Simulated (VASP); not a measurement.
Write the native input for VASP 6.6.1 that does the following.

```
Task                   : relaxation of cell and atoms
Functional             : vdW-DF-cx
Potentials or basis    : VASP PAW PBE potentials, release 64 (N, B)
Cutoff                 : 600 eV
k mesh                 : 13 × 13 × 13
Occupations            : fermi-dirac, width 0.05 eV
Spin                   : no spin polarisation
Further INCAR settings : ALGO = Normal; EDIFF = 1e-07; IBRION = 2; EDIFFG = -0.01; NSW = 40; ISIF = 3
```

The structure of BN lies in POSCAR:

```
BN
1.0
    0.0000000000      1.8130010000      1.8130010000
    1.8130010000      0.0000000000      1.8130010000
    1.8130010000      1.8130010000      0.0000000000
N B
1 1
Direct
    0.2500000000      0.2500000000      0.2500000000
    0.0000000000      0.0000000000      0.0000000000
```

The cell is a database's computed one.

The input as run:

INCAR

```
AGGAC = 0.0 ; ALGO = Normal
EDIFF = 1E-7 ; EDIFFG = -0.01
ENCUT = 600 ; GGA = CX
IBRION = 2 ; ISIF = 3
ISMEAR = -1 ; LASPH = T
LCHARG = F ; LREAL = F
LUSE_VDW = T ; LWAVE = F
NELM = 100 ; NSW = 40
PREC = Accurate ; SIGMA = 0.05
```

KPOINTS

```
k-points
0
Gamma
  13 13 13
```

Potentials or basis: VASP PAW PBE potentials, release 64 (N, B).

Launch:

```console
$ cat potpaw_PBE.64/N/POTCAR potpaw_PBE.64/B/POTCAR > POTCAR
$ mpirun -np 1 vasp_std > vasp.out
```

It gave:

```json
{
  "Relaxed volume": "5.92 Å³/atom",
  "Relaxed cell": "a = 2.559 Å, b = 2.559 Å, c = 2.559 Å, α = 60.00°, β = 60.00°, γ = 60.00°",
  "Space group after relaxing (to 0.05 Å)": "F-43m (No. 216)",
  "Energy gained by relaxing": "0.3 meV/atom",
  "Ionic steps": "3",
  "Pressure after relaxing": "0.0 GPa",
  "Band gap on the k mesh": "4.49 eV, indirect (least direct gap 8.85 eV)"
}
```

Caveat: the PAW data sets were made with another functional, which shifts forces and pressure a little; an odd mesh through Γ misses points on the zone boundary, where band edges often lie.

Run time: 24 s on 1 thread of AMD EPYC 9R45 96-Core Processor (Zen 5), with other jobs on the host, peak memory 0.2 GiB.
